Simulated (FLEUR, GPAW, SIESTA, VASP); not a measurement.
# Si: 4 runs at one level of theory

```
Si
1.0
     0.00000    2.72185    2.72185
     2.72185    0.00000    2.72185
     2.72185    2.72185    0.00000
Si
2
Cartesian
  2.7219 2.7219 2.7219
  4.0828 4.0828 4.0828
```

Alike in all runs: task band structure; functional AM05; k mesh 8 × 8 × 8; occupations fermi-dirac, width 0.05 eV; no spin polarisation; no spin-orbit coupling. Pressure is positive in compression and, in plane waves, holds the error of the finite cutoff. Gaps are the smaller of the mesh's and the band path's.

```csv
program and potentials,plane-wave cutoff (eV),notes,band gap (eV),pressure (GPa)
"FLEUR, all-electron, FLAPW",-,-,0.52,-
"SIESTA, files PseudoDojo sr-pbesol-0.4.1-standard, DZP (energy shift 0.003 Ry)",-,atomic basis; potentials made for PBEsol,0.51,0.63
"GPAW, PAW data sets generated for this functional",600,-,0.52,-0.18
"VASP, PBE PAW files Si, 520 eV",520,potentials made for PBE,0.52,-0.34
```

The band gap spans 0.51 (SIESTA, files PseudoDojo sr-pbesol-0.4.1-standard, DZP (energy shift 0.003 Ry)) to 0.52 eV (VASP, PBE PAW files Si, 520 eV), with all-electron results at 0.52. The pressure spans -0.34 (VASP, PBE PAW files Si, 520 eV) to 0.63 GPa (SIESTA, files PseudoDojo sr-pbesol-0.4.1-standard, DZP (energy shift 0.003 Ry)). The paths' points differ, which is worth about 0.01 eV. Rows in atomic bases carry the error of their basis and grid, which can be large.

The functional is the same throughout but for its coding, so the spread measures potentials, basis and numerics; runs on potential files found faulty are left out.
